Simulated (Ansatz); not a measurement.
# CrCl3 monolayer: non-collinear orders, part 2 of 2

Do the moments of a CrCl3 monolayer prefer to cant? Several patterns are started on spinors.

Ansatz 0.2.0; PBE with U = 4.55 eV on Cr d, PAW set soft_2.

So far. Step 2 (The collinear state): The run ends ferromagnetic, with a net moment of 12 μB a cell. Only this order was typed. Step 3 (Start: ferro): It ends ferromagnetic; the largest site carries 2.86 μB.

### 3. Start: ferro (continued)

Level of this step: Ansatz DFT on spinors from a typed pattern of moment directions; PBE+U, PAW default (Ansatz).

Spin moment in the atom's sphere by atom:

| atom | x (μB) | y (μB) | z (μB) | size |
| --- | --- | --- | --- | --- |
| Cr1 | 0.00 | 0.00 | 2.86 | 2.86 |
| Cr2 | 0.00 | 0.00 | 2.86 | 2.86 |
| Cl3 | 0.00 | 0.00 | -0.08 | 0.08 |
| Cl4 | 0.00 | 0.00 | -0.08 | 0.08 |
| Cl5 | 0.00 | 0.00 | -0.08 | 0.08 |
| Cl6 | 0.00 | 0.00 | -0.08 | 0.08 |
| Cl7 | 0.00 | 0.00 | -0.08 | 0.08 |
| Cl8 | 0.00 | 0.00 | -0.08 | 0.08 |
| Cl9 | 0.00 | 0.00 | -0.08 | 0.08 |
| Cl10 | 0.00 | 0.00 | -0.08 | 0.08 |
| Cl11 | 0.00 | 0.00 | -0.08 | 0.08 |
| Cl12 | 0.00 | 0.00 | -0.08 | 0.08 |
| Cl13 | 0.00 | 0.00 | -0.08 | 0.08 |
| Cl14 | 0.00 | 0.00 | -0.08 | 0.08 |
| Cr15 | 0.00 | 0.00 | 2.86 | 2.86 |
| Cr16 | 0.00 | 0.00 | 2.86 | 2.86 |

### 4. Start: random 1

Random directions favour no pattern, so the moments can find one that was not thought of.

File input.yaml:

```yaml
crystal:
  lattice:
    - [11.992148, 0.0, 0.0]
    - [3.002172, 5.195017, 0.0]
    - [0.0, 0.0, 17.680622]
  atoms:
    - { symbol: Cr, position: [0.166029, 0.149104, 0.500001], spin: 2.87, spin_axis: [-0.857439, -0.303675, -0.415428] }
    - { symbol: Cr, position: [0.666029, 0.149104, 0.500001], spin: 2.87, spin_axis: [-0.614308, 0.684055, 0.393312] }
    - { symbol: Cl, position: [0.3214665, 0.171642, 0.575478] }
    - { symbol: Cl, position: [0.8214665, 0.171642, 0.575478] }
    - { symbol: Cl, position: [0.8214985, 0.815668, 0.424562] }
    - { symbol: Cl, position: [0.3214985, 0.815668, 0.424562] }
    - { symbol: Cl, position: [0.9993035, 0.458924, 0.575807] }
    - { symbol: Cl, position: [0.4993035, 0.458924, 0.575807] }
    - { symbol: Cl, position: [0.9993275, 0.172675, 0.424193] }
    - { symbol: Cl, position: [0.4993275, 0.172675, 0.424193] }
    - { symbol: Cl, position: [0.6771325, 0.815931, 0.575438] }
    - { symbol: Cl, position: [0.1771325, 0.815931, 0.575438] }
    - { symbol: Cl, position: [0.1771645, 0.459957, 0.424522] }
    - { symbol: Cl, position: [0.6771645, 0.459957, 0.424522] }
    - { symbol: Cr, position: [0.8326025, 0.482494, 0.499999], spin: 2.87, spin_axis: [-0.853321, 0.521335, -0.007247] }
    - { symbol: Cr, position: [0.3326025, 0.482494, 0.499999], spin: 2.87, spin_axis: [0.805594, -0.531954, 0.260849] }
kpoints:
  mp_grid: { grid: [2, 4, 1] }
hamiltonian:
  xc: pbe
  hubbard: { sites: [{ species: Cr, l: d, u_eff: 4.55 }] }
  noncollinear_xc: spin_density_matrix_gradient
scf:
  occupations: { method: fermi_dirac, width: 0.02 }
  max_iter: 120
  convergence: { dr2_threshold: 1.0e-08 }
  lower_state_search: "off"
basis:
  ecutwfc: 420.0
magnetization:
  noncollinear: true
  spin_orbit: true
output:
  hubbard: { sites: [{ species: Cr, l: d }] }
  write_density: true
  write_potential: true
  elf: true
  volumetric_format: npy
```

On the command line:

```console
ansatz run input.yaml --threads 4 --pin off --max-ram 16384MiB --backend cpu --events-out ev --progress --plain --runs-dir out
```

Numbers of over 12 decimals in the logs are rounded to 6 here.

Log:

```text
Cr: projections on atomic orbitals take those of the free atom [Ne] 3s2 3p6 3d5 4s1, of charge +0.00 (hamiltonian.pseudopotentials.projection_atoms); the dataset's partial waves leave at most 4.0e-10 of an orbital's norm unspanned inside its sphere
Cl: projections on atomic orbitals take those of the free atom [Ne] 3s2 3p5, of charge +0.00 (hamiltonian.pseudopotentials.projection_atoms); the dataset's partial waves leave at most 1.4e-11 of an orbital's norm unspanned inside its sphere
Engine: ansatz 0.2.0, aarch64-unknown-linux-gnu
Pseudopotentials: kind: paw_fr
[...]
Mixer restart at iter 35: flushing history
iteration 35: the SCF's residuals had fallen too slowly under its mixing. It goes on by minimising its free energy, and can end on another state than longer mixing would; under `scf.algorithm: density_mixing` no SCF does so, but by `scf.convergence.dm_fallback`
SCF iter  36: F=—  HF=-26473.570985 eV  |F-HF|=—  |Δ(HF+E_count)|=   7.13e-4  Δρ=9.98e-5  dr2=7.79e-7  dr2_m=4.28e-5  ethr=3.58e-11  |M|=5.17e0 ∫|m|=1.44e1 μB  |m|>n=1.4e-1 m-floor=0.0e0 τ_xc=5.9e-2  ⟨swp⟩=7.9  Hψ=11193  notcnv=0
```

Elapsed: 30 min, on 4 threads of Arm Neoverse V1, shared host; peak memory 14 GiB.

The run was cut off at the time left to it in the session, and no result is taken from it.

### 5. Start: 90 degrees in a plane

input.yaml, the sections that differ from step 4:

```yaml
crystal:
  lattice:
    - [11.992148, 0.0, 0.0]
    - [3.002172, 5.195017, 0.0]
    - [0.0, 0.0, 17.680622]
  atoms:
    - { symbol: Cr, position: [0.166029, 0.149104, 0.500001], spin: 2.87, spin_axis: [1.0, 0.0, 0.0] }
    - { symbol: Cr, position: [0.666029, 0.149104, 0.500001], spin: 2.87, spin_axis: [0.0, 1.0, 0.0] }
    - { symbol: Cl, position: [0.3214665, 0.171642, 0.575478] }
    - { symbol: Cl, position: [0.8214665, 0.171642, 0.575478] }
    - { symbol: Cl, position: [0.8214985, 0.815668, 0.424562] }
    - { symbol: Cl, position: [0.3214985, 0.815668, 0.424562] }
    - { symbol: Cl, position: [0.9993035, 0.458924, 0.575807] }
    - { symbol: Cl, position: [0.4993035, 0.458924, 0.575807] }
    - { symbol: Cl, position: [0.9993275, 0.172675, 0.424193] }
    - { symbol: Cl, position: [0.4993275, 0.172675, 0.424193] }
    - { symbol: Cl, position: [0.6771325, 0.815931, 0.575438] }
    - { symbol: Cl, position: [0.1771325, 0.815931, 0.575438] }
    - { symbol: Cl, position: [0.1771645, 0.459957, 0.424522] }
    - { symbol: Cl, position: [0.6771645, 0.459957, 0.424522] }
    - { symbol: Cr, position: [0.8326025, 0.482494, 0.499999], spin: 2.87, spin_axis: [-1.0, 0.0, 0.0] }
    - { symbol: Cr, position: [0.3326025, 0.482494, 0.499999], spin: 2.87, spin_axis: [0.0, -1.0, 0.0] }
output:
  hubbard: { sites: [{ species: Cr, l: d }] }
# kpoints, hamiltonian, scf, basis, magnetization: as in step 4
```

Log:

```text
Warning: the atoms were moved onto the symmetric positions of the space group found under crystal.symmetry.tolerance 1.0e-5 (fractional; no operation is sought that the atoms, as they stand in a round, miss by more than twice it, and no atom is moved by as much as it), and the run uses the moved positions. Before a round's move an operation carried an atom to 4.50e-6 Å from where it should land, the largest such dist [...]
[...]
SCF iter  35: F=—  HF=-26473.559122 eV  |F-HF|=—  |Δ(HF+E_count)|=   4.63e-4  Δρ=1.70e-4  dr2=2.40e-7  dr2_m=1.40e-4  ethr=5.24e-11  |M|=5.06e-15 ∫|m|=1.44e1 μB  |m|>n=3.6e-1 m-floor=0.0e0 τ_xc=1.3e-1  ⟨swp⟩=20.1  Hψ=10917  notcnv=0
Mixer restart at iter 35: flushing history
iteration 35: the SCF's residuals had fallen too slowly under its mixing. It goes on by minimising its free energy, and can end on another state than longer mixing would; under `scf.algorithm: density_mixing` no SCF does so, but by `scf.convergence.dm_fallback`
```

The job ended after 30 min (4 threads; peak memory 14 GiB).

The run was cut off at the time left to it in the session, and no result is taken from it.

### 6. Side runs that gave no result

| changed | outcome |
| --- | --- |
| magnetization | cut off at the time limit |

[Logs and program files are shortened in this print: banners, set-up blocks, solver, clock and traceback lines can be left out without a mark of their own.]

[Logs are printed without paths, hosts, clocks, repeated set-up lines and the standing remarks that a program may print on its own settings, such as how far it seeks lower states.]

[Hosts, paths, dates, database ids (printed as entryN), source tags and the programs' standing remarks are cut or masked in the printed files.]
